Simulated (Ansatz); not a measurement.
## Residual resistivity of an alloy: Al(111) with 4 layers of random Al-Ir, 2x2

Aim: the residual resistivity of a random alloy, from Al(111) with 4 layers of random Al-Ir, 2x2 and longer regions.

Main program and level: Ansatz 0.2.0; Ansatz plane-wave DFT, PBE, PAW files; ballistic transport by layer matching (Landauer), zero bias; PAW set soft_1.

### 1. Set-up

The cell holds 40 atoms: 28 Al and 12 Ir. Its edges and angles: a = 5.725 Å, b = 5.725 Å, c = 23.429 Å, α = 93.5°, β = 86.5°, γ = 120.0°. It derives from Al. Regions: lead, 24 atoms (24 Al); scattering region, 16 atoms (12 Ir and 4 Al). The structure is stacked along c, and the current runs across the ab planes.

### 2. With 4 alloy layers

In 4 layers a share of 0.75 of the sites is given to Ir at random. The layers about the cell's end stay perfect and serve as the lead. Disorder leaves little or no symmetry, which makes such runs dear. Energies from -0.05 to 0.05 eV in steps of 0.05 eV are too few for the program's thermal sum, so it prints no conductance; for a metal the transmission near the Fermi level serves, at a fraction of the cost.

Input file input.yaml:

```yaml
crystal:
  lattice:
    - [5.7246940741, 0.0, 0.0]
    - [-2.862347037, 4.957730497, 0.0]
    - [1.4311735185, -0.8262884162, 23.3709656917]
  atoms:
    - { symbol: Al, position: [0.9916666667, 0.0083333333, 0.05] }
    - { symbol: Al, position: [0.9916666667, 0.5083333333, 0.05] }
    - { symbol: Al, position: [0.4916666667, 0.0083333333, 0.05] }
    - { symbol: Al, position: [0.4916666667, 0.5083333333, 0.05] }
    - { symbol: Al, position: [0.1416666667, 0.3583333333, 0.15] }
    - { symbol: Al, position: [0.1416666667, 0.8583333333, 0.15] }
    - { symbol: Al, position: [0.6416666667, 0.3583333333, 0.15] }
    - { symbol: Al, position: [0.6416666667, 0.8583333333, 0.15] }
    - { symbol: Al, position: [0.2916666667, 0.2083333333, 0.25] }
    - { symbol: Al, position: [0.2916666667, 0.7083333333, 0.25] }
    - { symbol: Al, position: [0.7916666667, 0.2083333333, 0.25] }
    - { symbol: Al, position: [0.7916666667, 0.7083333333, 0.25] }
    - { symbol: Ir, position: [0.9416666667, 0.0583333333, 0.35] }
    - { symbol: Al, position: [0.9416666667, 0.5583333333, 0.35] }
    - { symbol: Ir, position: [0.4416666667, 0.0583333333, 0.35] }
    - { symbol: Ir, position: [0.4416666667, 0.5583333333, 0.35] }
    - { symbol: Ir, position: [0.0916666667, 0.4083333333, 0.45] }
    - { symbol: Al, position: [0.0916666667, 0.9083333333, 0.45] }
    - { symbol: Ir, position: [0.5916666667, 0.4083333333, 0.45] }
    - { symbol: Ir, position: [0.5916666667, 0.9083333333, 0.45] }
    - { symbol: Ir, position: [0.2416666667, 0.2583333333, 0.55] }
    - { symbol: Ir, position: [0.2416666667, 0.7583333333, 0.55] }
    - { symbol: Al, position: [0.7416666667, 0.2583333333, 0.55] }
    - { symbol: Ir, position: [0.7416666667, 0.7583333333, 0.55] }
    - { symbol: Ir, position: [0.8916666667, 0.1083333333, 0.65] }
    - { symbol: Ir, position: [0.8916666667, 0.6083333333, 0.65] }
    - { symbol: Al, position: [0.3916666667, 0.1083333333, 0.65] }
    - { symbol: Ir, position: [0.3916666667, 0.6083333333, 0.65] }
    - { symbol: Al, position: [0.0416666667, 0.4583333333, 0.75] }
    - { symbol: Al, position: [0.0416666667, 0.9583333333, 0.75] }
    - { symbol: Al, position: [0.5416666667, 0.4583333333, 0.75] }
    - { symbol: Al, position: [0.5416666667, 0.9583333333, 0.75] }
    - { symbol: Al, position: [0.1916666667, 0.3083333333, 0.85] }
    - { symbol: Al, position: [0.1916666667, 0.8083333333, 0.85] }
    - { symbol: Al, position: [0.6916666667, 0.3083333333, 0.85] }
    - { symbol: Al, position: [0.6916666667, 0.8083333333, 0.85] }
    - { symbol: Al, position: [0.8416666667, 0.1583333333, 0.95] }
    - { symbol: Al, position: [0.8416666667, 0.6583333333, 0.95] }
    - { symbol: Al, position: [0.3416666667, 0.1583333333, 0.95] }
    - { symbol: Al, position: [0.3416666667, 0.6583333333, 0.95] }
kpoints:
  mp_grid: { grid: [5, 5, 1] }
hamiltonian:
  xc: pbe
  pseudopotentials: { kind: paw, azcp: { folder: soft_1 } }
scf:
  occupations: { method: fermi_dirac, width: 0.1 }
output:
  transmission:
    leads: [[0, 4]]
    kmesh: [10, 10]
    e_range: [-0.05, 0.05]
    de: 0.05
  write_potential: true
  write_density: true
  volumetric_format: npy
```

On the command line:

```console
$ ansatz run input.yaml --threads 4 --pin off --max-ram 15360MiB --backend cpu --events-out ev --progress --plain --runs-dir out
```

Numbers of over 12 decimals in the logs are rounded to 6 here.

The log of the run:

```text
Engine: ansatz 0.2.0, aarch64-unknown-linux-gnu
Pseudopotentials: kind: paw
Pseudopotential: Al, paw, valence charge 3, recommended cutoff 420 eV (normal), soft_1/Al.paw.azcp
Pseudopotential: Ir, paw, valence charge 17, recommended cutoff 420 eV (normal), soft_1/Ir.paw.azcp
Functional definition: PBE
  parameter kappa = 0.804
  parameter beta = 0.066725
  exchange = pbe_x(kappa = kappa, mu = beta*pi^2/3)
  correlation = pbe_c(beta = beta)
Crystal: 40 atoms, lattice volume = 663.303 Å³
Basis set: ecut = 420 eV, 13043 PW (Γ)
Bands: 184, of which v1, the nominal top of the filled ones, is band 144 counted from 1 (143 counted from 0)
Symmetry: 2 space group operations
Space group: C2 (ITA 5), of the structure as read, at distance tolerance 8.7e-5 Å
k-points: 9 of 25 (time reversal used)
Non-local potential: Al, projectors of the file, l = 0: 2, l = 1: 2, l = 2: 1
Non-local potential: Ir, projectors of the file, l = 0: 3, l = 1: 2, l = 2: 2, l = 3: 1
PAW form: soft (Blöchl's): semilocal exchange-correlation on the pseudo side does not see the compensation charge
PAW one-centre angular grid: Al, 110 points (default); XC on 64 Gauss nodes
PAW one-centre angular grid: Ir, 590 points (default); XC on 64 Gauss nodes
Initial density: superposition of atomic densities (chi_scale 0.1, normalization cell, long waves of neutral atoms (reshape's long-wave potential 11.45 eV rms, cloud 2.62 Å wide))
Initial wavefunctions: pseudopotential atomic-orbital guess
Functional: x = pbe(κ = 0.804, μ = 0.219515), c = pbe(β = 0.066725)
SCF iter   1: F=—  HF=-158301.674295 eV  |F-HF|=—  |Δ(HF+E_count)|=         —  Δρ=5.46e-2  dr2=2.15e2  ethr=3.10e-3  ⟨swp⟩=6.3  Hψ=6510  notcnv=0  defer=1
preconditioner: auto → Kerker (q_TF=auto, 2.374 Å⁻¹)  [metal: Δε(μ)=0.002 eV  Ē_g=5.554 eV  σ=0.100 eV  W_gap=0.01  n_scr=144 (ndim 8)  ℏωp=20.0 eV  f_vac=0.000  D(μ)=30.20/eV (n_scr^D=276)]
SCF iter   2: F=—  HF=-158297.948920 eV  |F-HF|=—  |Δ(HF+E_count)|=    3.73e0  Δρ=2.88e-2  dr2=5.13e1  ethr=3.10e-3  ⟨swp⟩=2.0  Hψ=2131  notcnv=0  defer=31
SCF iter   3: F=—  HF=-158296.385846 eV  |F-HF|=—  |Δ(HF+E_count)|=    1.56e0  Δρ=5.01e-3  dr2=4.45e-1  ethr=3.10e-3  ⟨swp⟩=2.6  Hψ=2215  notcnv=0  defer=31
SCF iter   4: F=—  HF=-158296.330441 eV  |F-HF|=—  |Δ(HF+E_count)|=   5.54e-2  Δρ=1.74e-3  dr2=8.72e-2  ethr=1.55e-4  ⟨swp⟩=1.0  Hψ=1908  notcnv=0  defer=34
SCF iter   5: F=—  HF=-158296.326918 eV  |F-HF|=—  |Δ(HF+E_count)|=   3.52e-3  Δρ=3.14e-4  dr2=3.27e-3  ethr=3.03e-5  ⟨swp⟩=1.0  Hψ=1589  notcnv=0  defer=34
SCF iter   6: F=—  HF=-158296.326740 eV  |F-HF|=—  |Δ(HF+E_count)|=   1.79e-4  Δρ=1.03e-4  dr2=1.41e-4  ethr=1.14e-6  ⟨swp⟩=1.3  Hψ=1603  notcnv=0  defer=34
SCF iter   7: F=—  HF=-158296.326711 eV  |F-HF|=—  |Δ(HF+E_count)|=   2.82e-5  Δρ=1.61e-5  dr2=1.74e-5  ethr=4.90e-8  ⟨swp⟩=2.1  Hψ=2277  notcnv=0  defer=34
SCF iter   8: F=—  HF=-158296.326852 eV  |F-HF|=—  |Δ(HF+E_count)|=   1.40e-4  Δρ=4.17e-6  dr2=1.59e-6  ethr=6.03e-9  ⟨swp⟩=1.1  Hψ=1590  notcnv=0  defer=34
SCF iter   9: F=—  HF=-158296.326852 eV  |F-HF|=—  |Δ(HF+E_count)|=   1.80e-8  Δρ=1.11e-6  dr2=1.12e-7  ethr=5.53e-10  ⟨swp⟩=1.3  Hψ=1597  notcnv=0  defer=34
SCF iter  10: F=-158296.326852 eV  HF=-158296.326852 eV  |F-HF|=8.15e-10  |Δ(HF+E_count)|=   3.09e-9  Δρ=2.56e-7  dr2=1.08e-9  ethr=3.47e-11  ⟨swp⟩=10.2  Hψ=3507  notcnv=0
SCF 1 converged in 10 iterations: F = -158296.326852 eV  dr2 = 1.08e-9
  greatest PAW one-centre occupation: 1.000 electrons in one spin orbital (limit 2), on the Ir atom at site 23 (counted from 0), in its partial waves of l = 0
transmission: 186 of 1820 steps passed
transmission: 369 of 1820 steps passed
[...]
transmission: 1820 of 1820 steps passed
SCF converged after 10 iterations
Free energy (F): -158296.326852 eV
Harris-Foulkes:  -158296.326852 eV  (|F-HF|=8.15e-10)
Internal energy: -158295.495107 eV  (E = F + TS)
E sigma→0 (E₀):  -158295.910979 eV
Entropy (-TS):   -0.831745 eV (-20.794 meV/atom)
Fermi energy:    11.708138 eV
--- Per-component energies (eV) ---
  E_band       = -3033.172714
  E_kinetic    = 7065.321020
  E_local      = -150448.110808  (includes V_loc(G=0)·N_el)
  E_nonlocal   = 2546.823580
  E_hartree    = 72565.653570
  E_xc         = -3795.078638
  E_vxc        = -3865.864607  (∫ρ·V_xc dr)
  E_paw        = -124321.589879  (= ΣΔE_a)
  E_vpaw       = -3462.660466  (= ΣTr[D̂ρ^β])
  E_aug_tail   = 0.004304  (compensation charges beyond the density's cutoff)
  E_ewald      = 38091.481744
  E_smearing   = -0.831745  (= −TS)
  E_closure    = -0.000000  (closes the sum)
  Σ components = -158296.326852   (vs F -158296.326852, Δ=0.00e0)
--- Band table (eV; the first three rows and the last of 9) ---
  k-point 0: bands = [... 140 lower, 11.3173, 11.3998, 11.4072, 11.4504, 11.4850, 11.6658, 11.7070, 11.8075, ... 36 higher]
  k-point 1: bands = [... 140 lower, 11.3561, 11.4214, 11.4493, 11.5781, 11.6127, 11.6453, 11.7360, 11.8867, ... 36 higher]
  k-point 2: bands = [... 140 lower, 11.5185, 11.5612, 11.6290, 11.7221, 11.8309, 11.8556, 11.9033, 12.0366, ... 36 higher]
  k-point 8: bands = [... 140 lower, 11.5237, 11.7128, 11.7541, 11.7643, 11.8508, 11.8791, 11.9254, 12.0628, ... 36 higher]
--- Transmission ---
  basis      : 253 plane waves across, 35 finite elements along
  points     : 52, standing for a mesh of 10 x 10
  energies   : 3 from -0.050000 to 0.050000 eV about the Fermi level, 0.050000 eV apart; the leads are filled to 0.000000 eV, and channels, transmission and decay are at 0.000000 eV
  crystal 0  : Al4, at the sites [0, 4], period 2.3371 Å, over 14.02 Å; its Hamiltonian steps by up to 29.5 meV: too much for a lead, lay more layers or, if its atoms are ordered, name the step of that order
    offset         : up to 0.0000 Å between an atom of the period and one for which it stands
    channels       : 5.590000e0 a spin
    conductance    : none, the energies end too early or step too widely for 300 K: set another output.transmission.e_range or a lower de, or, where they end at an eighth of basis.ecutwfc, a higher one
  junction   : crystal 0 to crystal 0, 0.70 to 21.73 Å
    transmission   : 1.507540e0 a spin
    conductance    : none, the energies end too early or step too widely for 300 K: set another output.transmission.e_range or a lower de, or, where they end at an eighth of basis.ecutwfc, a higher one
```

Wall time 8.3 min (4 threads of Arm Neoverse V1, shared host); peak memory 2.7 GiB; 27 min of CPU time.

The column dr2 measures how far the density is from self-consistency, as an energy; F and HF (Harris–Foulkes) agree once it is small.

Numbers from this step:

```
free energy                                    : -158296.3269 eV
energy at zero smearing                        : -158295.9110 eV
Fermi energy                                   : 11.71 eV
cell area                                      : 28.38 Å²
transmission per spin nearest the Fermi level  : 1.508
open channels per spin nearest the Fermi level : 5.59
step of the lead's potential                   : 29.5 meV
```

Per spin. The transmission, zone mean by energy, zero at the Fermi level:

```tsv
energy (eV)	transmission, zone mean
-0.0500	1.49
0.0000	1.51
0.0500	1.52
```

Per spin. Open channels, zone mean, lead against energy, zero at the Fermi level:

```tsv
energy (eV)	open channels, zone mean, lead
-0.0500	5.29
0.0000	5.59
0.0500	5.59
```

Transmission over k1 and k2. At 0.0000 eV from the Fermi level.

Ten even steps from '_' (0.77) to '@' (2.63):
```
::==--..++##**::....
__--::::::==++..::..
__..::%%--====....::
++++::--@@##++==++**
**##====##%%##====##
++**++==++##@@--::++
__::....====--%%::..
__..::..++==::::::--
::....::**##++..--==
--::____++**++____::
```
Columns: k1 (b1) from -0.5 to 0.4; rows upwards: k2 (b2) from -0.5 to 0.4.

Open channels over k1 and k2. At 0.0000 eV from the Fermi level.

Ten even steps from '_' (3.00) to '@' (8.00):
```
==****@@****==__::__
::**==%%%%==**::::::
::@@%%%%%%%%%%@@::__
==**%%%%****%%%%**==
::**==%%**%%**%%==**
====**%%%%****%%%%**
::__::@@%%%%%%%%%%@@
::::::::**==%%%%==**
==__::__==****@@****
::==::::==::==::::==
```
Columns: k1 (b1) from -0.5 to 0.4; rows upwards: k2 (b2) from -0.5 to 0.4.

Over the solved energies the transmission per spin lies between 1.49 and 1.52, out of 5.49 channels of the lead on average (up to 5.59). The log calls the step of a lead's potential too much.

### 3. With 8 alloy layers

In 8 layers a share of 0.75 of the sites is given to Ir at random. A fresh draw is used; the growth of the resistance with length is what counts.

System of this step: Al(111) with 8 layers of random Al-Ir, 2x2. The cell holds 56 atoms: 32 Al and 24 Ir. Its edges and angles: a = 5.725 Å, b = 5.725 Å, c = 32.761 Å, α = 87.5°, β = 92.5°, γ = 120.0°. It derives from Al. Regions: lead, 24 atoms (24 Al); scattering region, 32 atoms (8 Al and 24 Ir). The structure is stacked along c, and the current runs across the ab planes.

Input file input.yaml:

```yaml
crystal:
  lattice:
    - [5.7246940741, 0.0, 0.0]
    - [-2.862347037, 4.957730497, 0.0]
    - [-1.4311735185, 0.8262884162, 32.7193519684]
  atoms:
    - { symbol: Al, position: [0.005952381, 0.994047619, 0.0357142857] }
    - { symbol: Al, position: [0.005952381, 0.494047619, 0.0357142857] }
    - { symbol: Al, position: [0.505952381, 0.994047619, 0.0357142857] }
    - { symbol: Al, position: [0.505952381, 0.494047619, 0.0357142857] }
    - { symbol: Al, position: [0.1845238095, 0.3154761905, 0.1071428571] }
    - { symbol: Al, position: [0.1845238095, 0.8154761905, 0.1071428571] }
    - { symbol: Al, position: [0.6845238095, 0.3154761905, 0.1071428571] }
    - { symbol: Al, position: [0.6845238095, 0.8154761905, 0.1071428571] }
    - { symbol: Al, position: [0.3630952381, 0.1369047619, 0.1785714286] }
    - { symbol: Al, position: [0.3630952381, 0.6369047619, 0.1785714286] }
    - { symbol: Al, position: [0.8630952381, 0.1369047619, 0.1785714286] }
    - { symbol: Al, position: [0.8630952381, 0.6369047619, 0.1785714286] }
    - { symbol: Al, position: [0.0416666667, 0.9583333333, 0.25] }
    - { symbol: Ir, position: [0.0416666667, 0.4583333333, 0.25] }
    - { symbol: Ir, position: [0.5416666667, 0.9583333333, 0.25] }
    - { symbol: Ir, position: [0.5416666667, 0.4583333333, 0.25] }
    - { symbol: Ir, position: [0.2202380952, 0.2797619048, 0.3214285714] }
    - { symbol: Ir, position: [0.2202380952, 0.7797619048, 0.3214285714] }
    - { symbol: Ir, position: [0.7202380952, 0.2797619048, 0.3214285714] }
    - { symbol: Al, position: [0.7202380952, 0.7797619048, 0.3214285714] }
    - { symbol: Ir, position: [0.3988095238, 0.1011904762, 0.3928571429] }
    - { symbol: Ir, position: [0.3988095238, 0.6011904762, 0.3928571429] }
    - { symbol: Ir, position: [0.8988095238, 0.1011904762, 0.3928571429] }
    - { symbol: Al, position: [0.8988095238, 0.6011904762, 0.3928571429] }
    - { symbol: Ir, position: [0.0773809524, 0.9226190476, 0.4642857143] }
    - { symbol: Ir, position: [0.0773809524, 0.4226190476, 0.4642857143] }
    - { symbol: Al, position: [0.5773809524, 0.9226190476, 0.4642857143] }
    - { symbol: Ir, position: [0.5773809524, 0.4226190476, 0.4642857143] }
    - { symbol: Ir, position: [0.255952381, 0.244047619, 0.5357142857] }
    - { symbol: Ir, position: [0.255952381, 0.744047619, 0.5357142857] }
    - { symbol: Ir, position: [0.755952381, 0.244047619, 0.5357142857] }
    - { symbol: Ir, position: [0.755952381, 0.744047619, 0.5357142857] }
    - { symbol: Al, position: [0.4345238095, 0.0654761905, 0.6071428571] }
    - { symbol: Ir, position: [0.4345238095, 0.5654761905, 0.6071428571] }
    - { symbol: Al, position: [0.9345238095, 0.0654761905, 0.6071428571] }
    - { symbol: Ir, position: [0.9345238095, 0.5654761905, 0.6071428571] }
    - { symbol: Ir, position: [0.1130952381, 0.8869047619, 0.6785714286] }
    - { symbol: Ir, position: [0.1130952381, 0.3869047619, 0.6785714286] }
    - { symbol: Ir, position: [0.6130952381, 0.8869047619, 0.6785714286] }
    - { symbol: Ir, position: [0.6130952381, 0.3869047619, 0.6785714286] }
    - { symbol: Ir, position: [0.2916666667, 0.2083333333, 0.75] }
    - { symbol: Ir, position: [0.2916666667, 0.7083333333, 0.75] }
    - { symbol: Al, position: [0.7916666667, 0.2083333333, 0.75] }
    - { symbol: Al, position: [0.7916666667, 0.7083333333, 0.75] }
    - { symbol: Al, position: [0.4702380952, 0.0297619048, 0.8214285714] }
    - { symbol: Al, position: [0.4702380952, 0.5297619048, 0.8214285714] }
    - { symbol: Al, position: [0.9702380952, 0.0297619048, 0.8214285714] }
    - { symbol: Al, position: [0.9702380952, 0.5297619048, 0.8214285714] }
    - { symbol: Al, position: [0.1488095238, 0.8511904762, 0.8928571429] }
    - { symbol: Al, position: [0.1488095238, 0.3511904762, 0.8928571429] }
    - { symbol: Al, position: [0.6488095238, 0.8511904762, 0.8928571429] }
    - { symbol: Al, position: [0.6488095238, 0.3511904762, 0.8928571429] }
    - { symbol: Al, position: [0.3273809524, 0.1726190476, 0.9642857143] }
    - { symbol: Al, position: [0.3273809524, 0.6726190476, 0.9642857143] }
    - { symbol: Al, position: [0.8273809524, 0.1726190476, 0.9642857143] }
    - { symbol: Al, position: [0.8273809524, 0.6726190476, 0.9642857143] }
kpoints:
  mp_grid: { grid: [5, 5, 1] }
hamiltonian:
  xc: pbe
  pseudopotentials: { kind: paw, azcp: { folder: soft_1 } }
scf:
  occupations: { method: fermi_dirac, width: 0.1 }
output:
  transmission:
    leads: [[0, 4]]
    kmesh: [10, 10]
    e_range: [-0.05, 0.05]
    de: 0.05
  write_potential: true
  write_density: true
  volumetric_format: npy
```

The log of the run:

```text
[...]
Crystal: 56 atoms, lattice volume = 928.624 Å³
Basis set: ecut = 420 eV, 18271 PW (Γ)
Bands: 308, of which v1, the nominal top of the filled ones, is band 252 counted from 1 (251 counted from 0)
Symmetry: 1 space group operations
[...]
k-points: 13 of 25 (time reversal used)
[...]
SCF iter   1: F=—  HF=-303695.535724 eV  |F-HF|=—  |Δ(HF+E_count)|=         —  Δρ=4.83e-2  dr2=1.46e2  ethr=3.10e-3  ⟨swp⟩=6.0  Hψ=14893  notcnv=0  defer=4
[...]
SCF iter  10: F=-303690.040538 eV  HF=-303690.040538 eV  |F-HF|=2.34e-8  |Δ(HF+E_count)|=   9.90e-9  Δρ=4.32e-7  dr2=2.39e-8  ethr=1.98e-11  ⟨swp⟩=9.3  Hψ=11000  notcnv=0
SCF 1 converged in 10 iterations: F = -303690.040538 eV  dr2 = 2.39e-8
[...]
transmission: 266 of 2652 steps passed
transmission: 532 of 2652 steps passed
[...]
transmission: 2652 of 2652 steps passed
SCF converged after 10 iterations
Free energy (F): -303690.040538 eV
[...]
Internal energy: -303688.769479 eV  (E = F + TS)
E sigma→0 (E₀):  -303689.405009 eV
Entropy (-TS):   -1.271059 eV (-22.697 meV/atom)
Fermi energy:    13.354036 eV
[...]
--- Band table (eV; the first three rows and the last of 13) ---
  k-point 0: bands = [... 248 lower, 13.3178, 13.3745, 13.3800, 13.4445, 13.4797, 13.4997, 13.5467, 13.6121, ... 52 higher]
  k-point 1: bands = [... 248 lower, 13.1660, 13.2639, 13.3204, 13.3849, 13.4316, 13.4607, 13.4881, 13.5974, ... 52 higher]
  k-point 2: bands = [... 248 lower, 13.1685, 13.2330, 13.3029, 13.3264, 13.4291, 13.4638, 13.4919, 13.5119, ... 52 higher]
  k-point 12: bands = [... 248 lower, 13.1607, 13.2278, 13.2692, 13.2977, 13.3671, 13.4180, 13.5102, 13.5408, ... 52 higher]
--- Transmission ---
  basis      : 253 plane waves across, 51 finite elements along
  points     : 52, standing for a mesh of 10 x 10
[...]
channels       : 5.590000e0 a spin
[...]
junction   : crystal 0 to crystal 0, 0.70 to 31.08 Å
    transmission   : 1.119273e0 a spin
[...]
```

Elapsed: 13 min, on 4 threads; peak memory 6.1 GiB.

Numbers from this step:

- free energy: -303690.0405 eV
- energy at zero smearing: -303689.4050 eV
- Fermi energy: 13.35 eV
- transmission per spin nearest the Fermi level: 1.119
- step of the lead's potential: 27.8 meV

Per spin. The transmission, zone mean by energy, zero at the Fermi level:

```tsv
energy (eV)	transmission, zone mean
-0.0500	1.12
0.0000	1.12
0.0500	1.15
```

Over the solved energies the transmission per spin lies between 1.12 and 1.15, out of 5.49 channels of the lead on average (up to 5.59). The log calls the step of a lead's potential too much.

[end of part 1 of 2]

[Logs are printed without paths, hosts, clocks, repeated set-up lines and the standing remarks that a program may print on its own settings, such as how far it seeks lower states.]

[Hosts, paths, dates, database ids (printed as entryN), source tags and the programs' standing remarks are cut or masked in the printed files.]
